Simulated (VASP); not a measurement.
# Blue phosphorene and its bilayer, part 3 of 8

Aim: relax blue phosphorene, place its levels against the vacuum, then find how two sheets stack and bind.

VASP 6.6.1; r2SCAN with rVV10; plane waves and PAW (P).

So far. Step 2 (Relaxing the monolayer): The run ended after 3 ionic steps, 0.007 eV below its first step, once forces and stress met EDIFFG = -0.015. Step 3 (A second relaxation): The start already met the threshold, so nothing moved.

### Step 4. Vacuum level and density of states

A static run writes the electrostatic potential without exchange and correlation (LVHAR), which is flat in the vacuum and gives the level to count from. The dipole correction cancels the field that unlike faces would set up across the vacuum.

The input, INCAR:

```
SYSTEM = P
PREC = Normal
ENCUT = 350
EDIFF = 1E-06
NELM = 120
ISMEAR = 0
SIGMA = 0.03
LREAL = .FALSE.
ALGO = Normal
METAGGA = R2SCAN
LUSE_VDW = .TRUE.
IVDW_NL = 2
BPARAM = 11.95
CPARAM = 0.0093
LASPH = .TRUE.
NBANDS = 11
LORBIT = 11
LWAVE = .FALSE.
LCHARG = .TRUE.
IDIPOL = 3
LDIPOL = .TRUE.
DIPOL = 0.5 0.5 0.5
LVHAR = .TRUE.
LVACPOTAV = .TRUE.
NEDOS = 1500
LELF = .TRUE.
```

The input, POSCAR:

```
P
1.0
    3.2597576605      0.0000000000      0.0000000000
   -1.6298788303      2.8230329442      0.0000000000
    0.0000000000      0.0000000000     22.0000000000
P
2
Direct
    0.3333333333      0.6666666667      0.4722987934
    0.6666666667      0.3333333333      0.5277012066
```

The input, KPOINTS:

```
Automatic mesh
0
Gamma
12 12 1
0 0 0
```

The input, KPOINTS_OPT:

```
Line mode
14
Line-mode
Reciprocal
  0.00000000   0.00000000   0.00000000 GAMMA
  0.50000000   0.00000000   0.00000000 M

  0.50000000   0.00000000   0.00000000 M
  0.33333333   0.33333333   0.00000000 K

  0.33333333   0.33333333   0.00000000 K
  0.00000000   0.00000000   0.00000000 GAMMA
```

PAW data sets: P (PBE family, release 64).

Run with:

```sh
> mpirun -np 4 vasp_std
```

What it wrote:

```text
[banner, memory and clock lines left out]
running    4 mpi-ranks, on    1 nodes
 distrk:  each k-point on    4 cores,    1 groups
 distr:  one band on    1 cores,    4 groups

 POSCAR found type information on POSCAR P
 POSCAR found :  1 types and       2 ions
 [... a notice as in an earlier step ...]

 [... a notice as in an earlier step ...]

 LDA part: xc-table for (None), standard interpolation
|                                                                             |
|           W    W    AA    RRRRR   N    N  II  N    N   GGGG   !!!           |
|           W    W   A  A   R    R  NN   N  II  NN   N  G    G  !!!           |
|           W    W  A    A  R    R  N N  N  II  N N  N  G       !!!           |
|           W WW W  AAAAAA  RRRRR   N  N N  II  N  N N  G  GGG   !            |
|           WW  WW  A    A  R   R   N   NN  II  N   NN  G    G                |
|           W    W  A    A  R    R  N    N  II  N    N   GGGG   !!!           |
|                                                                             |
|     The number of bands has been changed from the values supplied in        |
|     The orbitals not found in the WAVECAR file will be initialized with     |
|     random numbers, which is usually adequate. For correlated               |
|     calculations, however, you should redo the groundstate calculation.     |
|     I found NBANDS = 11. Now, NBANDS = 12.                                  |
|                                                                             |

 POSCAR, INCAR and KPOINTS ok, starting setup
 FFT: planning ... GRIDC
 FFT: planning ... GRID_SOFT
 FFT: planning ... GRID
 WAVECAR not read
 entering main loop
       N       E                     dE             d eps       ncg     rms          rms(c)
Total rVV10 correction in eV:      0.2946369    11.6131550
DAV:   1     0.379073818589E+02    0.37907E+02   -0.26376E+03   464   0.406E+02
DAV:   2    -0.154024999825E+02   -0.53310E+02   -0.49271E+02   740   0.962E+01
DAV:   3    -0.194255705297E+02   -0.40231E+01   -0.40023E+01   624   0.308E+01
DAV:   4    -0.194902609301E+02   -0.64690E-01   -0.64656E-01   648   0.446E+00
DAV:   5    -0.194912670022E+02   -0.10061E-02   -0.10060E-02   620   0.478E-01    0.792E+00
Total rVV10 correction in eV:      0.2976497    11.6140683
DAV:   6    -0.175441114944E+02    0.19472E+01   -0.18496E-01   572   0.282E+00    0.526E+00
Total rVV10 correction in eV:      0.3064224    11.6138427
DAV:   7    -0.175470870040E+02   -0.29755E-02   -0.10631E-01   624   0.186E+00    0.632E-01
Total rVV10 correction in eV:      0.3055825    11.6136240
DAV:   8    -0.175455323960E+02    0.15546E-02   -0.58622E-03   540   0.475E-01    0.187E-01
Total rVV10 correction in eV:      0.3059229    11.6136004
DAV:   9    -0.175459925029E+02   -0.46011E-03   -0.41748E-04   636   0.134E-01    0.904E-02
Total rVV10 correction in eV:      0.3059351    11.6135622
DAV:  10    -0.175462351747E+02   -0.24267E-03   -0.19832E-04   552   0.842E-02    0.140E-01
Total rVV10 correction in eV:      0.3064782    11.6135147
DAV:  11    -0.175464645578E+02   -0.22938E-03   -0.17163E-04   548   0.935E-02    0.750E-03
Total rVV10 correction in eV:      0.3065656    11.6134669
DAV:  12    -0.175465483509E+02   -0.83793E-04   -0.10930E-05   648   0.194E-02    0.456E-03
Total rVV10 correction in eV:      0.3067249    11.6133824
DAV:  13    -0.175466692671E+02   -0.12092E-03   -0.22645E-05   572   0.256E-02    0.513E-03
Total rVV10 correction in eV:      0.3067964    11.6132874
DAV:  14    -0.175467614448E+02   -0.92178E-04   -0.74408E-06   608   0.126E-02    0.391E-03
Total rVV10 correction in eV:      0.3068302    11.6132101
DAV:  15    -0.175468203627E+02   -0.58918E-04   -0.50584E-06   644   0.892E-03    0.132E-03
Total rVV10 correction in eV:      0.3068224    11.6131737
DAV:  16    -0.175468400622E+02   -0.19699E-04   -0.18761E-06   640   0.658E-03    0.229E-03
Total rVV10 correction in eV:      0.3068134    11.6131500
DAV:  17    -0.175468482406E+02   -0.81784E-05   -0.74508E-07   580   0.466E-03    0.715E-04
Total rVV10 correction in eV:      0.3068127    11.6131441
DAV:  18    -0.175468495900E+02   -0.13493E-05   -0.12371E-07   572   0.283E-03    0.571E-04
Total rVV10 correction in eV:      0.3068123    11.6131414
DAV:  19    -0.175468493774E+02    0.21255E-06   -0.66905E-08   500   0.211E-03
|                                                                             |
|           W    W    AA    RRRRR   N    N  II  N    N   GGGG   !!!           |
|           W    W   A  A   R    R  NN   N  II  NN   N  G    G  !!!           |
|           W    W  A    A  R    R  N N  N  II  N N  N  G       !!!           |
|           W WW W  AAAAAA  RRRRR   N  N N  II  N  N N  G  GGG   !            |
|           WW  WW  A    A  R   R   N   NN  II  N   NN  G    G                |
|           W    W  A    A  R    R  N    N  II  N    N   GGGG   !!!           |
|                                                                             |
|     Did not find any points to average over, which means that no vacuum     |
|     field-free region was found. Please increase the size of  your cell     |
|     in the dimension of the dipole correction to obtain accurate            |
|     workfunction values.                                                    |
|                                                                             |

Total rVV10 correction in eV:      0.3068118    11.6131414
Total rVV10 correction in eV:      0.3068119    11.6131410
   1 F= -.17546849E+02 E0= -.17546849E+02  d E =-.125457E-12
 Start KPOINTS_OPT (optional k-point list driver)
k-point batch [1-19\42]
       N       E                     dE             ncg
DAV:   1    -0.650196840178E+03   -0.39908E+04      456
DAV:   2    -0.174107256440E+04   -0.10909E+04      768
DAV:   3    -0.182229328105E+04   -0.81221E+02      592
DAV:   4    -0.182343024890E+04   -0.11370E+01      640
DAV:   5    -0.182344831106E+04   -0.18062E-01      676
DAV:   6    -0.182344901252E+04   -0.70146E-03      688
DAV:   7    -0.182344902412E+04   -0.11597E-04      720
DAV:   8    -0.182344902479E+04   -0.67409E-06      560
[...]
k-point batch [39-42\42]
       N       E                     dE             ncg
DAV:   1     0.373140426837E+04   -0.21214E+03       96
DAV:   2     0.356987894242E+04   -0.16153E+03      168
DAV:   3     0.355324773245E+04   -0.16631E+02      128
DAV:   4     0.355294232328E+04   -0.30541E+00      120
DAV:   5     0.355293217805E+04   -0.10145E-01      136
DAV:   6     0.355293211123E+04   -0.66813E-04      132
DAV:   7     0.355293210699E+04   -0.42456E-05      140
DAV:   8     0.355293210691E+04   -0.81567E-07      136
```

Elapsed: 19 s, on 4 MPI ranks of Intel Xeon 6975P-C (Granite Rapids), shared host; peak memory 0.66 GiB.

Parts of OUTCAR (step 4):

```text
The static configuration has the point symmetry D_3d.

 Found     19 irreducible k-points:

   k-points           NKPTS =     19   k-points in BZ     NKDIM =     19   number of bands    NBANDS=     12

   NELECT =      10.0000    total number of electrons

 E-fermi :  -4.1196

 k-point     1 :       0.0000    0.0000    0.0000
  band No.  band energies     occupation
      1     -19.3038      2.00000
      2     -10.9309      2.00000
      3      -4.6853      2.00000
      4      -4.5240      2.00000
      5      -4.5240      2.00000
      6      -0.0938      0.00000
      7      -0.0938      0.00000
      8       0.0993      0.00000
      9       1.6492      0.00000
     10       2.1318      0.00000
    ...

 k-point     2 :       0.0833    0.0000    0.0000
  band No.  band energies     occupation
      1     -19.1843      2.00000
      2     -10.8474      2.00000
      3      -5.4322      2.00000
      4      -4.7888      2.00000
      5      -4.6164      2.00000
      6      -0.3695      0.00000
      7       0.2559      0.00000
      8       0.9558      0.00000
      9       1.7884      0.00000
     10       2.2536      0.00000
    ...

  Total       -0.0119338     -0.0119338     -0.0047998      0.0000000      0.0000000      0.0000000
  in kB       -0.0944417     -0.0944417     -0.0379849      0.0000000      0.0000000      0.0000000
  external PRESSURE =      -0.0756227 kB  Pullay stress =       0.0000000 kB

 POSITION                                       TOTAL-FORCE (eV/Angst)
 -----------------------------------------------------------------------------------
     -0.00000      1.88202     10.39057        -0.000000     -0.000000     -0.008013
      1.62988      0.94101     11.60943         0.000000      0.000000      0.008013
 -----------------------------------------------------------------------------------
    total drift:                               -0.000000      0.000000      0.000000

  FREE ENERGIE OF THE ION-ELECTRON SYSTEM (eV)
  ---------------------------------------------------
  free  energy   TOTEN  =       -17.5468493774 eV

  energy  without entropy=      -17.5468493774  energy(sigma->0) =      -17.54684938

 vacuum level on the upper side and lower side of the slab         2.167         2.167

[... 11 parts as in an earlier step ...]

[... 3 further parts left out ...]
```

Numbers from this step:

```
Fermi energy                                      : -4.120 eV
least gap on mesh and path                        : 2.176 eV
least direct gap on mesh and path                 : 2.378 eV
vacuum levels                                     : 2.167, 2.167 eV
ionisation potentials of the upper and lower face : 6.428, 6.428 eV
electron affinities of the upper and lower face   : 4.252, 4.252 eV
```

The electronic bands at the labelled points (eV, zero at the valence-band top; v1 is the highest filled band, c1 the lowest empty one):

```csv
point,v4,v3,v2,v1,c1,c2,c3,c4
Γ,-6.67,-0.42,-0.26,-0.26,4.17,4.17,4.36,5.91
0.46 of the way,-6.33,-3.99,-1.56,-0.06,2.67,5.67,5.71,6.91
M,-9.52,-3.26,-2.57,-1.40,2.24,3.87,5.79,6.91
0.46 of the way,-9.51,-4.41,-2.70,-1.35,3.38,4.40,5.42,7.26
K,-10.24,-5.77,-1.81,-1.81,2.43,6.05,6.05,8.86
0.46 of the way,-6.80,-4.17,-3.32,-0.03,3.88,4.51,6.42,7.02
Γ,-6.67,-0.42,-0.26,-0.26,4.17,4.17,4.36,5.91
```

The electronic bands as a text plot (rows in eV, shown from -8.0 to 6.4 only):

```
    6.1 |+++++++++ ++++++++++         ++++++               ++++++
    5.5 |    ++ +++++        +++++++++++  ++                ++
    4.9 |  +++++     +             +        ++++     ++++     ++
    4.3 |++++         ++++                      +++++    ++++++++
    3.7 |  ++++           +++++++++             ++ +++++++++
    3.1 |      +++              ++ +++        ++
    2.5 |         ++++    ++++++      ++++++++
    1.9 |             ++++
    1.3 |
    0.7 |
    0.1 |       ******                            *********
   -0.5 |*******      ****                    ****         ******
   -1.1 |  **  ***        ************      **             ***
   -1.7 |    **   ***                 ******             **
   -2.3 |      *     *********      ****  **           **  *
   -2.9 |                     ******        ****     **  **
   -3.5 |       **        ********              ** **  **
   -4.1 |         *** ****        *               *****
   -4.7 |            *             *          ****
   -5.3 |                           ***     **
   -5.9 |                              *****
   -6.5 |************                                ************
   -7.1 |            *                            ***
   -7.7 |             **
         Γ                   M           K                      Γ
```

Zero at the Fermi level. Planar average of the electrostatic potential against height:

```csv
height (Å),planar average of the electrostatic potential (eV)
0.0,6.29
0.5,6.29
1.0,6.29
1.5,6.29
2.0,6.29
2.5,6.29
3.0,6.29
3.5,6.29
4.0,6.29
4.5,6.29
5.0,6.29
5.5,6.29
6.0,6.29
6.5,6.29
7.0,6.28
7.5,6.27
8.0,6.23
8.5,6.07
9.0,5.34
9.5,2.47
10.0,-8.08
10.5,-13.9
11.0,-9.91
11.5,-13.9
12.0,-8.08
12.5,2.47
13.0,5.34
13.5,6.07
14.0,6.23
14.5,6.27
15.0,6.28
15.5,6.29
16.0,6.29
16.5,6.29
17.0,6.29
17.5,6.29
18.0,6.29
18.5,6.29
19.0,6.29
19.5,6.29
20.0,6.29
20.5,6.29
21.0,6.29
21.5,6.29
```

ELF in the ca plane at fractional y = 0.333, with atoms of P within 0.2 Å of it. It is the smooth field of the valence electrons, not physical close to the nuclei.

Values, 5 rows by 16 columns, each cell a mean:
```
0.00 0.00 0.00 0.00 0.00 0.00 0.04 0.01 0.09 0.31 0.67 0.78 0.86 0.36 0.03 0.00
0.00 0.00 0.00 0.00 0.00 0.00 0.00 0.00 0.01 0.12 0.44 0.64 0.96 0.59 0.15 0.00
0.00 0.00 0.00 0.00 0.00 0.00 0.00 0.01 0.10 0.31 0.67 0.77 0.86 0.37 0.10 0.00
0.00 0.00 0.00 0.00 0.00 0.00 0.00 0.06 0.46 0.68 0.62 0.41 0.24 0.04 0.00 0.00
0.00 0.00 0.00 0.00 0.00 0.00 0.03 0.05 0.47 0.70 0.61 0.39 0.21 0.03 0.00 0.00
```
Columns run along c (16.0 Å, from fractional 0.03 to 0.75 of the cell), rows up along a (3.3 Å). Atoms in or near the plane, at fractional coordinates: P at (0.53, 0.67).

Valence density in the ca plane at fractional y = 0.333, with atoms of P within 0.2 Å of it. It is the smooth field of the valence electrons, not physical close to the nuclei.

Ten even steps from '0' (-0.09 e/Å³) to '9' (0.75 e/Å³), each cell a mean:
```
11111111111111111111111112357887521111111111
11111111111111111111111111247757842111111111
11111111111111111111111111247405952111111111
11111111111111111111111112348868842111111111
11111111111111111111111112357876421111111111
11111111111111111111111123455543211111111111
11111111111111111111111124555432111111111111
11111111111111111111111123456543211111111111
```
Columns run along c (16.0 Å, from fractional 0.03 to 0.75 of the cell), rows up along a (3.3 Å). Atoms in or near the plane, at fractional coordinates: P at (0.53, 0.67).

The vacuum level lies 6.43 eV above the highest filled level at the upper face; both faces agree, as the slab has next to no dipole.

The program found no field-free point at its default tolerance, but its printed level agrees with the flat part of the planar average.

(Continued in part 4 of 8.)

[Lines on the potential files, build, host, timing and source positions are cut from VASP's logs without a mark.]

[Logs are printed without paths, hosts, clocks, repeated set-up lines and the standing remarks that a program may print on its own settings, such as how far it seeks lower states.]

[Hosts, paths, dates, database ids (printed as entryN), source tags and the programs' standing remarks are cut or masked in the printed files.]

[Runs that stopped without an error message from VASP are left out.]
